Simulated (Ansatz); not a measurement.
Runs of Ansatz 0.2.0 on HfC. Symmetry: Fm-3m, No. 225, cubic system. The conventional cell has a = 4.650 Å, b = 4.650 Å, c = 4.650 Å, α = 90.00°, β = 90.00°, γ = 90.00°. Hf (site symmetry m-3m) is surrounded by 6 C at 2.33 Å. C (site symmetry m-3m) is surrounded by 6 Hf at 2.33 Å. 

```tsv
task	level	cell	k mesh	cutoff (eV)	smearing	basis error allowed	mesh quality	gap on the mesh (eV)	pressure (GPa)	relaxed volume (Å³/atom)
single point	PBE	as given	10 × 10 × 10	303	gaussian 0.026 eV	0.001 eV/atom	not flagged	none	0.3	-
band structure	BLYP	as given	10 × 10 × 10	303	fermi-dirac 0.05 eV	0.001 eV/atom	not flagged	-	(a)	-
relaxation of cell and atoms	PBE	relaxed	10 × 10 × 10	-	fermi-dirac 0.05 eV	0.001 eV/atom	not flagged	-	0.0	12.58
single point	PBE	as given	10 × 10 × 10	303	gaussian 0.018 eV	0.001 eV/atom	not flagged	none	0.3	-
band structure	RPBE	as given	10 × 10 × 10	302	fermi-dirac 0.05 eV	0.001 eV/atom	not flagged	-	4.3	-
relaxation of cell and atoms	PBE+D3(BJ)	relaxed	10 × 10 × 10	-	fermi-dirac 0.05 eV	0.001 eV/atom	not flagged	-	0.0	12.33
single point	PBEsol	as given	10 × 10 × 10	302	gaussian 0.05 eV	0.001 eV/atom	not flagged	none	-6.5	-
single point	PBE	as given	6 × 6 × 6	264	fermi-dirac 0.02 eV	0.003 eV/atom	coarse	none	(b)	-
```

Alike in all rows: potentials or basis all-electron LAPW, scalar-relativistic; no spin polarisation.

Task: Estimate the missing entries.

Result: (a) 7.6; (b) 0.2.

Caveats: some runs use coarse meshes; spin-orbit coupling is left out, which moves the levels of the heavy elements (some runs); the k mesh is thin for a metal, which can move the energy by tens of meV per atom (some runs).

A k mesh can miss the band edges, and the runs leave out spin-orbit coupling on Hf.

A gap of «none» marks a metal or a gap under the smearing width.
